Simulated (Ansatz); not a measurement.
Something may be wrong with this Ansatz 0.2.0 calculation of SnTe.

File input.yaml:

```yaml
crystal:
  lattice:
    - [0.0, 3.15085, 3.15085]
    - [3.15085, 0.0, 3.15085]
    - [3.15085, 3.15085, 0.0]
  atoms:
    - { symbol: Te, position: [0.5, 0.5, 0.5], spin: 0.5 }
    - { symbol: Sn, position: [0.0, 0.0, 0.0] }
hamiltonian:
  xc: r2scan
  pseudopotentials: { kind: paw }
  dispersion: d3bjatm
magnetization:
  spin_polarized: true
kpoints:
  mp_grid: { grid: [6, 6, 6] }
scf:
  occupations: { method: gaussian, width: 0.01 }
  mixing: { algorithm: anderson, beta: 1.0, ndim: 1, preconditioner: none }
  max_iter: 100
phonons:
  method: fd
  amplitude: 0.01
  supercell: [2, 2, 2]
```

Potentials or basis: Ansatz PAW.

Launch:

```console
$ ansatz run input.yaml --threads 1 --pin off --max-ram 2560MiB --backend cpu --events-out ev --progress --plain --runs-dir out
```

Output:

```text
Warning: RAYON_NUM_THREADS=1 ignored (pool sized by the plan → 1); use --threads N
Engine: ansatz 0.2.0, aarch64-unknown-linux-gnu
Pseudopotentials: kind: paw
Pseudopotential: Te, paw, valence charge 16, recommended cutoff 500 eV (meta_gga), Te.paw.azcp
Pseudopotential: Sn, paw, valence charge 14, recommended cutoff 500 eV (meta_gga), Sn.paw.azcp
Functional definition: r2SCAN
  parameter k0 = 0.174
  parameter k1 = 0.065
  parameter a1 = 4.9479
  exchange = r2scan_x(k0 = k0, k1 = k1, a1 = a1)
  correlation = r2scan_c
```

**Question.** How did it end, and where is the flaw?

**Answer.** The calculation hadn't finished when its time ran out. The input holds a flaw that was put in on purpose: mixing far too strong (scf.mixing = algorithm anderson, beta 1.0, ndim 1, preconditioner none).
